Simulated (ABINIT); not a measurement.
Wanted: the native input for an ABINIT 10.8.3 (patched build) run.

```yaml
Task: equation of state
Functional: PBEsol
Potentials_or_basis: PseudoDojo NC SR PBEsol v0.4.1 standard
Cutoff: 762 eV
k_mesh: 9 × 9 × 5
Occupations: fermi-dirac, width 0.05 eV
Spin: no spin polarisation
```

Pb:

```
CELL_PARAMETERS angstrom
3.48000 0.00000 0.00000
-1.74000 3.01377 0.00000
0.00000 0.00000 5.59000
ATOMIC_POSITIONS crystal
Pb 0.66667 0.33333 0.75000
Pb 0.33333 0.66667 0.25000
```

This isn't the form of Pb at room conditions, which is fcc.

The input as run:

run.abi

```
ndtset 7
getwfk -1
scalecart1 3*0.9795861087
scalecart2 3*0.9864848297
scalecart3 3*0.9932883884
scalecart4 3*1.0000000000
scalecart5 3*1.0066227096
scalecart6 3*1.0131594038
scalecart7 3*1.0196128224

pp_dirpath "./"
pseudos "Pb.upf"

acell 3.48 3.48 5.59 Angstrom
rprim
     1.0000000000     0.0000000000     0.0000000000
    -0.5000000000     0.8660254038     0.0000000000
     0.0000000000     0.0000000000     1.0000000000
ntypat 1
znucl 82
natom 2
typat 1 1
xred
     0.6666666667     0.3333333333     0.7500000000
     0.3333333333     0.6666666667     0.2500000000

ecut 28.0

kptopt 1
ngkpt 9 9 5
nshiftk 1
shiftk 0.0 0.0 0.0

ixc -116133

nband 18
occopt 3
tsmear 0.00183747

nstep 100
tolvrs 1.0e-10

iomode 3
prtwf 1
prtden 0
prteig 0
prtebands 0
enunit 1
```

Potentials or basis: PseudoDojo NC SR PBEsol v0.4.1 standard.

The run is started by

```bash
$ abinit run.abi > log 2>&1
```

It gave:

```
Equilibrium volume                        : 30.01 Å³/atom
Bulk modulus at fixed shape and positions : 45 GPa
Pressure derivative of the bulk modulus   : 5.5
```

Caveat: pressures at fixed basis lie under the slope of the energies; the cell was scaled at fixed shape and fractional positions, which overstates the stiffness of a crystal with free parameters, most of all of layers and chains.

Wall time 4.2 min on 1 thread of Arm Neoverse V1, on a shared host, peak memory 0.13 GiB.
